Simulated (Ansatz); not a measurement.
LiCl in the rocksalt structure, relaxed with r2SCAN in the plane-wave code Ansatz. It is cubic, Fm-3m (No. 225); conventional cell a = 5.112 Å, 16.70 Å³ an atom. Around Li lie 6 Cl at 2.56 Å; around Cl lie 6 Li at 2.56 Å.

The axes x, y and z are those of this cell:
```
CELL_PARAMETERS angstrom
0.00000 2.55604 2.55604
2.55604 0.00000 2.55604
2.55604 2.55604 0.00000
ATOMIC_POSITIONS crystal
Li 0.00000 0.00000 0.00000
Cl 0.50000 0.50000 0.50000
```

Unstrained: With PBE the valence top lies at Γ–K (0.20 of the way from Γ) and the conduction bottom at Γ, 6.384 eV higher; the smallest vertical gap, at Γ, is 6.387 eV. Least and direct gap differ so little that the kind isn't settled. r2SCAN gives an indirect gap of 7.291 eV, from Γ–K (0.20 of the way from Γ) to Γ; the least direct gap is 7.291 eV at Γ. Least and direct gap differ so little that the kind isn't settled. The HSE06 gap is indirect, 7.785 eV (Γ–K (0.20 of the way from Γ) to Γ), below the direct gap of 7.787 eV at Γ. Least and direct gap differ so little that the kind isn't settled. Meshes: PBE 8×8×8, r2SCAN 8×8×8, HSE06 6×6×6. Strains are changes of length per length, and xy shears are angles. After each strain the atoms were relaxed again with r2SCAN within the symmetry that the strain leaves, so tilts or polar shifts that break it weren't tested; points keep the names that they have in the unstrained zone. The values are computed, spin-unpolarised, and not measurements.

Q: Estimate what uniaxial -0.71 % along z, other directions held does to the gap.

A: PBE: the gap goes from 6.384 to 6.421 eV (+0.037 eV); the edges go from Γ–K (0.20) → Γ to Γ–K (0.18) → Γ. r2SCAN: the gap goes from 7.291 to 7.329 eV (+0.038 eV); least and direct gap lie within 0.04 eV, so its kind isn't settled. HSE06: the gap goes from 7.785 to 7.824 eV (+0.039 eV); the edges go from Γ–K (0.20) → Γ to Γ–K (0.18) → Γ. The r2SCAN energy rises by 0.2 meV an atom.

Q: Estimate what xy shear, engineering strain (angle) +2.26 % does to the gap.

A: PBE: the gap goes from 6.384 to 6.314 eV (-0.070 eV); the edges go from Γ–K (0.20) → Γ to Γ–K (0.15) → Γ. r2SCAN: the gap goes from 7.291 to 7.216 eV (-0.075 eV); least and direct gap lie within 0.04 eV, so its kind isn't settled. HSE06: the gap goes from 7.785 to 7.712 eV (-0.073 eV); least and direct gap lie within 0.04 eV, so its kind isn't settled. The r2SCAN energy rises by 0.7 meV an atom.

Q: Apply epitaxial -1.56 % in the plane normal to [111], free normal strain +0.78 %. How far does the gap move, against the unstrained cell?

A: PBE: the gap goes from 6.384 to 6.469 eV (+0.085 eV); the edges go from Γ–K (0.20) → Γ to (0.062, 0.062, 0.120) → Γ. r2SCAN: the gap goes from 7.291 to 7.384 eV (+0.093 eV); least and direct gap lie within 0.04 eV, so its kind isn't settled. HSE06: the gap goes from 7.785 to 7.876 eV (+0.091 eV); the edges go from Γ–K (0.20) → Γ to (0.062, 0.062, 0.120) → Γ. The r2SCAN energy rises by 2.1 meV an atom.

Where an edge lies off the special points, it is a point of the mesh or the k point where a search put PBE's edge or least direct gap, reused for the other functionals, whose own edges may lie a little apart.

Coordinates of k points refer to the reciprocal vectors of the primitive cell of the runs.

The meshes of the hybrids are coarse, so their gaps aren't converged to the digits shown.
